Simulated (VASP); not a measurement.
Write the native input for VASP 6.6.1 that does the following.

```
Task                   : relaxation of cell and atoms
Functional             : PBE
Potentials or basis    : VASP PAW PBE potentials, release 64 (Mg, O)
Cutoff                 : 600 eV
k mesh                 : 12 × 12 × 12
Occupations            : gaussian, width 0.03 eV
Spin                   : no spin polarisation
Target pressure        : 22.6 GPa
Further INCAR settings : ALGO = Normal; EDIFF = 1e-07; IBRION = 2; EDIFFG = -0.005; NSW = 90; ISIF = 3
Target pressure        : 22.6 GPa
```

The structure of MgO (Periclase) lies in POSCAR:

```
MgO                                     
1.0
    0.0000000000      2.0418968511      2.0418968511
    2.0418968511      0.0000000000      2.0418968511
    2.0418968511      2.0418968511      0.0000000000
  Mg              O             
     1     1
Direct
     0.0000000000000000    0.0000000000000000    1.0000000000000000
     0.5000000000000000    0.5000000000000000    0.5000000000000000
```

One way to write it, as run:

INCAR

```
PREC = Accurate
ENCUT = 600
EDIFF = 1E-7
ISMEAR = 0
SIGMA = 0.03
LREAL = F
LASPH = T
NELM = 80
ALGO = Normal
ISIF = 3
LWAVE = F
LCHARG = F
GGA = PE
IBRION = 2
NSW = 90
EDIFFG = -0.005
PSTRESS = 226.0
```

KPOINTS

```
regular mesh
0
Gamma
  12 12 12
```

Potentials or basis: VASP PAW PBE potentials, release 64 (Mg, O).

The run is started by

```console
$ cat potpaw_PBE.64/Mg/POTCAR potpaw_PBE.64/O/POTCAR > POTCAR
$ mpirun -np 1 vasp_std > vasp.out
```

It gave:

The relaxed volume is 8.51 Å³/atom. The relaxed cell is a = 2.887 Å, b = 2.887 Å, c = 2.887 Å, α = 60.00°, β = 60.00°, γ = 60.00°, the space group after relaxing (to 0.05 Å) is Fm-3m (No. 225) and the energy change on relaxing (the enthalpy is what falls) is +0.9 meV/atom. The ionic steps are 2 and the pressure after relaxing is 22.7 GPa. The band gap on the k mesh is 5.69 eV, direct.

Caveat: the cell is relaxed towards a set pressure, so the enthalpy falls and the energy may rise.

It took 9.2 s on 1 thread of Intel(R) Xeon(R) Platinum 8559C (Emerald Rapids), on a shared host, peak memory 0.14 GiB.
